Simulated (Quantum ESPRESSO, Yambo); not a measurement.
# A GW chain in Yambo: CuI (Marshite), part 2 of 3

How does a plane-wave GW calculation on CuI (Marshite) run from the first input to the gap?

Quantum ESPRESSO 7.5 and Yambo 5.3.0; PBE and many-body steps on it, plane waves. Known limits of the many-body steps: not at the basis limit; d shell near the gap, gap tends to lie low; no spin-orbit coupling.

So far. Step 2 (Ground state): The gap is direct, at Γ. Step 3 (Bands along the symmetry lines): The gap is 1.096 eV, as in the run before at this level.

The database entry behind the starting cell differs from later determinations by our own check (about 0.15 % long (mineral sample)), so it need not match the best structure at ambient conditions.

In doubt: a PseudoDojo file used here is known to give poor structures and forces, which bears on pressures, cells, forces and phonons.

**4. Empty states on the mesh, 4×4×4 mesh, 167 bands**

Level of this step: DFT, PBE, plane waves, norm-conserving pseudopotentials (Quantum ESPRESSO).

The sums over transitions need many empty states on a uniform mesh; this step solves for them.

pw.in reads:

```
&control
  calculation = 'nscf'
  prefix = 'x'
  outdir = 'o'
  pseudo_dir = 'pseudo'
/
&system
  ibrav = 0
  nat = 2
  ntyp = 2
  ecutwfc = 84.0
  nbnd = 167
  force_symmorphic = .true.
/
&electrons
  conv_thr = 1e-9
  electron_maxstep = 80
  diago_full_acc = .true.
  diago_thr_init = 5e-6
/
ATOMIC_SPECIES
  Cu 63.546 Cu.upf
  I 126.9 I.upf
CELL_PARAMETERS angstrom
  0.0000000000 3.0315000000 3.0315000000
  3.0315000000 -0.0000000000 3.0315000000
  3.0315000000 3.0315000000 0.0000000000
ATOMIC_POSITIONS crystal
  Cu 0.2500000000 0.2500000000 0.2500000000
  I 0.0000000000 0.0000000000 0.0000000000
K_POINTS automatic
  4 4 4 0 0 0
```

On the command line:

```console
$ OMP_NUM_THREADS=1 mpirun -n 4 pw.x -nk 4 -in pw.in > pw.out
```

Output:

```text
[banner, memory and clock lines left out]
Program PWSCF v.7.5 starts

     Atomic positions and unit cell read from directory:
     o/x.save/

     Message from routine setup:
     using ibrav=0 with symmetry is DISCOURAGED, use correct ibrav instead

     G-vector sticks info

     bravais-lattice index     =            0
     lattice parameter (alat)  =       8.1016  a.u.
     unit-cell volume          =     376.0099 (a.u.)^3
     number of atoms/cell      =            2
     number of atomic types    =            2
     number of electrons       =        44.00
     number of Kohn-Sham states=          167
     kinetic-energy cutoff     =      84.0000  Ry
     charge density cutoff     =     336.0000  Ry
     Exchange-correlation= PBE
                           (   1   4   3   4   0   0   0)

     celldm(1)=   8.101612  celldm(2)=   0.000000  celldm(3)=   0.000000
     celldm(4)=   0.000000  celldm(5)=   0.000000  celldm(6)=   0.000000

     crystal axes: (cart. coord. in units of alat)
               a(1) = (   0.000000   0.707107   0.707107 )
               a(2) = (   0.707107  -0.000000   0.707107 )
               a(3) = (   0.707107   0.707107   0.000000 )

     reciprocal axes: (cart. coord. in units 2 pi/alat)
               b(1) = ( -0.707107  0.707107  0.707107 )
               b(2) = (  0.707107 -0.707107  0.707107 )
               b(3) = (  0.707107  0.707107 -0.707107 )
     Pseudo is Norm-conserving + core correction, Zval = 19.0
     Generated using ONCVPSP code by D. R. Hamann
     Using radial grid of 1492 points,  6 beta functions with:
     Pseudo is Norm-conserving + core correction, Zval = 25.0
     Generated using ONCVPSP code by D. R. Hamann
     Using radial grid of 1188 points,  8 beta functions with:
     Cu               19.00    63.54600     Cu( 1.00)
     I                25.00   126.90000     I ( 1.00)

     24 Sym. Ops. (no inversion) found

   Cartesian axes

     site n.     atom                  positions (alat units)
         1        Cu     tau(   1) = (   0.3535534   0.3535534   0.3535534  )
         2        I      tau(   2) = (   0.0000000   0.0000000   0.0000000  )

     number of k points=     8
                       cart. coord. in units 2pi/alat
        k(    1) = (   0.0000000   0.0000000   0.0000000), wk =   0.0312500
        k(    2) = (   0.1767767   0.1767767  -0.1767767), wk =   0.2500000
        k(    3) = (  -0.3535534  -0.3535534   0.3535534), wk =   0.1250000
[...]
k(    7) = (  -0.7071068   0.0000000   0.0000000), wk =   0.0937500
        k(    8) = (  -0.7071068   0.3535534   0.0000000), wk =   0.1875000

     Dense  grid:    39189 G-vectors     FFT dimensions: (  48,  48,  48)

     The potential is recalculated from file :
     o/x.save/charge-density

     Starting wfcs are   23 randomized atomic wfcs +  144 random wfcs

     Band Structure Calculation

     End of band structure calculation

          k = 0.0000 0.0000 0.0000 (  4909 PWs)   bands (ev):

  -167.0560-113.9828-113.9828-113.9828-102.3482 -59.7749 -59.7749 -59.7749
   -36.5976 -36.5976 -36.5952 -36.5952 -36.5952  -4.8943   5.5003   5.5003
     5.5003   7.3186   7.3186   9.1591   9.1591   9.1591  10.2556  14.0271
    14.0271  14.0271  17.2831  18.8735  18.8735  19.9487  19.9487  19.9487
[...]
[... 9 further rows ...]
[...]
104.2381 104.4692 109.4781 109.4781 109.4781 109.8199 109.8199

          k = 0.1768 0.1768-0.1768 (  4873 PWs)   bands (ev):

  -167.0560-113.9828-113.9828-113.9828-102.3482 -59.7748 -59.7748 -59.7748
[...]
[... 9 further rows ...]
[...]
103.7078 104.1186 105.6688 106.4702 106.5760 106.5760 106.5920

          k =-0.3536-0.3536 0.3536 (  4910 PWs)   bands (ev):

  -167.0560-113.9828-113.9828-113.9828-102.3482 -59.7749 -59.7749 -59.7749
[...]
56.0990  57.0435  57.0435  57.2285  60.2286  60.2286  60.8490  60.8490
     [... 9 further rows ...]
   102.1298 104.4216 104.4216 104.5113 104.5722 104.5722 104.8959 104.8959
   105.5696 106.4815 106.6776 106.6776 108.5603 108.5603 108.8818

          k = 0.3536 0.0000 0.0000 (  4865 PWs)   bands (ev):

     [... further k-points ...]

     highest occupied, lowest unoccupied level (ev):     9.1591   10.2556

     XML data file, pseudopotentials, collected wavefunctions
```

It took 15 s on 4 MPI ranks of Arm Neoverse V2, shared host; peak memory 0.49 GiB; 61 s of CPU time.

This step gave:

```
gap                                                           : 1.096 eV
k of the valence top                                          : 0, 0, 0
k of the conduction bottom                                    : 0, 0, 0
least direct gap                                              : 1.096 eV
k points computed                                             : 8
lowest point of the top converged band, above the valence top : 97.4329 eV
```

On this mesh the gap is 1.096 eV.

**5. Conversion and set-up**

This step: Yambo 5.3.0; conversion and set-up on PBE, plane waves, norm-conserving pseudopotentials.

The states are converted to the many-body program's format and the q mesh is built.

On the command line:

```console
$ (cd o/x.save; p2y > p2y.log; mv SAVE ../..); yambo > setup.log
```

Output:

```text
 Yambo, version 5.3.0

 [02] CORE Variables Setup
 =========================

  [02.01] Unit cells
  ==================

  Cell kind             :  FCC
  Atoms in the cell     :  Cu  I
  number of Cu atoms    :  1
  number of I  atoms    :  1

  List of atomic masses
  Mass of Cu    :  63.54600
  Mass of I     :  126.9000

  List of atomic coordinates    : [cc]
  Cu1       :  2.864352  2.864352  2.864352  order 1
  I1       :  0.000000  0.000000  0.000000  order 2

  Alat factors          :  5.728705  5.728705  5.728705 [a.u.]
  Direct lattice volume :  376.0099 [a.u.]
  Direct lattice vectors:  A[ 1 ]  A[ 2 ]  A[ 3 ]
   A[ 1 ]:  0.000000  1.000000  1.000000  [iru]
   0.000000  5.728705  5.728705  [cc]
   A[ 2 ]:  1.000000 -0.000000  1.000000  [iru]
   5.728705 -0.000000  5.728705  [cc]
   A[ 3 ]:  1.000000  1.000000  0.000000  [iru]
   5.728705  5.728705  0.000000  [cc]

  Recip. lattice volume :  0.659691 [a.u.]
  Recip. lattice vectors:  B[ 1 ]  B[ 2 ]  B[ 3 ]
   B[ 1 ]: -0.500000  0.500000  0.500000  [iku]
  -0.548395  0.548395  0.548395  [cc]
   B[ 2 ]:  0.500000 -0.500000  0.500000  [iku]
   0.548395 -0.548395  0.548395  [cc]
   B[ 3 ]:  0.500000  0.500000 -0.500000  [iku]
   0.548395  0.548395 -0.548395  [cc]

  [02.02] Symmetries
  ==================

  Inversion symmetry    : yes
  Spatial inversion     : no
  Inversion index       :  25
  K-space Time-reversal : yes
  Magnetic symmetries   : no
  Time-reversal derived K-space symmetries:   25   48
  Group table correct   : yes
  Symmetries units      :  [cc]

   [S  1]:   1.0000     -0.38050E-17 -0.38050E-17 -0.38050E-17   1.0000      0.38050E-17  0.38050E-17  0.38050E-17   1.0000
   [S  2]:  -1.0000      0.38050E-17 -0.38050E-17  0.38050E-17  -1.0000      0.38050E-17 -0.38050E-17 -0.38050E-17   1.0000
   [S  3]:  -1.0000     -0.38050E-17  0.38050E-17  0.38050E-17   1.0000     -0.38050E-17 -0.38050E-17  0.38050E-17  -1.0000
[...]
[S  9]: -0.38050E-17   1.0000     -0.38050E-17  0.38050E-17 -0.38050E-17   1.0000       1.0000      0.38050E-17  0.38050E-17
   [S 10]: -0.38050E-17  -1.0000      0.38050E-17  0.38050E-17  0.38050E-17  -1.0000       1.0000     -0.38050E-17 -0.38050E-17
     [... 36 further rows ...]
   [S*47]:   1.0000     -0.38050E-17  0.38050E-17 -0.38050E-17  0.38050E-17  -1.0000      0.38050E-17   1.0000     -0.38050E-17
   [S*48]:   1.0000      0.38050E-17 -0.38050E-17 -0.38050E-17 -0.38050E-17   1.0000      0.38050E-17  -1.0000      0.38050E-17

  [02.03] Reciprocal space
  ========================

  nG shells         :   375
  nG charge         :   39189
  nG WFs            :   5904
  nC WFs            :   4916
  G-vecs. in first 37 shells:  [ Number ]
     1    9   15   27   51   59   65   89  113
    137   169   181   229   259   283   307   331   339
    387   411   459   531   537   561   609   645   701
[...]
1139
  ...
[...]
K/Q-points units:
  rlu = crystal or reduced units; cc = cartesian coordinates; iku = interal k-units

  K [1]          [rlu]:  0.000000  0.000000  0.000000
         WF components:   4909
  K [2]          [rlu]:  0.67262E-17  0.67262E-17  0.25000
         WF components:   4873
  K [3]          [rlu]: -0.13452E-16 -0.13452E-16 -0.50000
         WF components:   4910
  K [4]          [rlu]: -0.36222E-17  0.25000      0.25000
         WF components:   4865
  K [5]          [rlu]:  0.75770E-17  0.25000     -0.50000
         WF components:   4893
  [... 2 further k-points ...]
  K [8]          [rlu]:  0.250000 -0.500000 -0.250000
         WF components:   4916

  [02.05] Energies & Occupations
  ==============================

  [X] === General ===
  [X] Electronic Temperature                        :  0.000000  0.000000 [eV K]
  [X] Bosonic    Temperature                        :  0.000000  0.000000 [eV K]
  [X] Finite Temperature mode                       : no
  [X] El. density                                   :  0.78968E+24 [cm-3]
  [X] Fermi Level                                   :  9.159113 [eV]

  [X] === Gaps and Widths ===
  [X] Conduction Band Min                           :  1.096441 [eV]
  [X] Valence Band Max                              :  0.000000 [eV]
  [X] Filled Bands                                  :  22
  [X] Empty Bands                                   :   23  167
  [X] Direct Gap                                    :  1.096441 [eV]
  [X] Direct Gap localized at k                     :  1
  [X] Indirect Gap                                  :  1.096441 [eV]
  [X] Indirect Gap between kpts                     :  1  1
  [X] Last valence band width                       :  1.487453 [eV]
  [X] 1st conduction band width                     :  3.372476 [eV]

  E @ K [1]:  [eV]
  -176.2151 -123.1419 -123.1419 -123.1419 -111.5073  -68.9340  -68.9340  -68.9340
  -45.75667 -45.75667 -45.75435 -45.75435 -45.75435 -14.05338  -3.65882  -3.65882
   -3.65882     -1.84051     -1.84051    -0.397140E-7 -0.116957E-7   0.00000      1.09644      4.86798
[...]
occ @ K [1]
[...]
E @ K [2]:  [eV]
[...]
occ @ K [2]
[...]
E @ K [3]:  [eV]
[...]
occ @ K [3]
[...]
E @ K [4]:  [eV]
[...]
occ @ K [4]
[...]
E @ K [5]:  [eV]
[...]
occ @ K [5]
[...]
[... 2 further k-points ...]
  E @ K [8]:  [eV]
[...]
occ @ K [8]
[...]
0.000000  0.000000  0.000000  0.000000  0.000000  0.000000  0.000000  0.000000
   0.000000  0.000000  0.000000  0.000000  0.000000  0.000000  0.000000  0.000000

 [03] Transferred momenta grid and indexing
 ==========================================

 IBZ Q-points                                      :   8
 BZ  Q-points                                      :   64

 K/Q-points units:
 rlu = crystal or reduced units; cc = cartesian coordinates; iku = interal k-units

 Q [1]          [rlu]:  0.000000  0.000000  0.000000
 Q [2]          [rlu]:  0.42768E-17  0.42768E-17  0.25000
 Q [3]          [rlu]: -0.85536E-17 -0.85536E-17 -0.50000
[...]
Q [7]          [rlu]:  0.72444E-17 -0.50000     -0.50000
 Q [8]          [rlu]:  0.250000 -0.500000 -0.250000

  [03.01] X indexes
  =================

   [03.01.01] Sigma indexes
   ========================

 [06] Game Over & Game summary
```

Run time: 2.5 s. Hardware: 1 MPI rank; peak memory 0.25 GiB.

(Part 2 of 3 ends here.)

[Paths, hosts, dates, memory and timing lines, banners, echoed tables and standing remarks are left out of the program output.]

[Logs are printed without paths, hosts, clocks, repeated set-up lines and the standing remarks that a program may print on its own settings, such as how far it seeks lower states.]

[Runs of the session that timed out or met a known fault of the program may be left out.]

[Hosts, paths, dates, database ids (printed as entryN), source tags and the programs' standing remarks are cut or masked in the printed files.]
